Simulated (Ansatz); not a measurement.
Here is an Ansatz 0.2.0 calculation.

File input.yaml:

```yaml
crystal:
  lattice:
    - [0.0, 2.72525, 2.72525]
    - [2.72525, 0.0, 2.72525]
    - [2.72525, 2.72525, 0.0]
  atoms:
    - { symbol: Ga, position: [0.0, 0.0, 0.0] }
    - { symbol: P, position: [0.75, 0.75, 0.75] }
kpoints:
  mp_grid: { grid: [8, 8, 8] }
scf:
  occupations: { method: fermi_dirac, width: 0.05 }
hamiltonian:
  xc: blyp
  pseudopotentials: { kind: all_electron, lapw: { basis_error: 0.001 } }
output:
  forces: true
  stress: true
relax:
  f_tol: 0.01
  max_steps: 60
  cell: {}
```

Potentials or basis: all-electron LAPW, scalar-relativistic.

Command:

```sh
$ ansatz run input.yaml --threads 1 --pin off --max-ram 3072MiB --backend cpu --events-out ev --progress --plain --runs-dir out
```

**Question.** What does it give for the relaxed volume?

**Answer.** 21.94 Å³/atom.

**Question.** Estimate the relaxed cell.

**Answer.** a = 3.959 Å, b = 3.959 Å, c = 3.959 Å, α = 60.00°, β = 60.00°, γ = 60.00°.

**Question.** Estimate the space group after relaxing (to 0.05 Å).

**Answer.** F-43m (No. 216).

**Question.** Predict the band gap on the k mesh.

**Answer.** 1.03 eV.

Final structure:
```
Ga P
1.0
     0.00000    2.79955    2.79955
     2.79955    0.00000    2.79955
     2.79955    2.79955    0.00000
Ga P
1 1
Direct
  0.00000 0.00000 0.00000
  0.75000 0.75000 0.75000
```

A k mesh can miss the band edges. Zero-point motion and thermal expansion aren't in these numbers.
